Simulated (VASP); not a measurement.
Si:

```
CELL_PARAMETERS angstrom
0.00000 2.71785 2.71785
2.71785 0.00000 2.71785
2.71785 2.71785 0.00000
ATOMIC_POSITIONS crystal
Si 0.75000 0.75000 0.75000
Si 0.50000 0.50000 0.50000
```

Base run:

```yaml
Program: VASP 6.6.1
Functional: PBE0
Potentials_or_basis: VASP PAW PBE potentials, release 64 (Si)
Cutoff: 520 eV
k_mesh: 6 × 6 × 6
Occupations: gaussian, width 0.03 eV
Spin: no spin polarisation
```

Its results: band gap on the k mesh 1.96 eV, indirect (least direct gap 3.99 eV); pressure -0.3 GPa.

Q: The run is repeated on the same cell with these changes: functional from PBE0 to HSE06. What comes out?

A: Band gap on the k mesh 1.31 eV, indirect (least direct gap 3.34 eV); pressure -0.1 GPa.

Caveats: the PAW data sets were made with another functional, which shifts forces and pressure a little; the mesh misses the band edges, which the band path finds closer together.
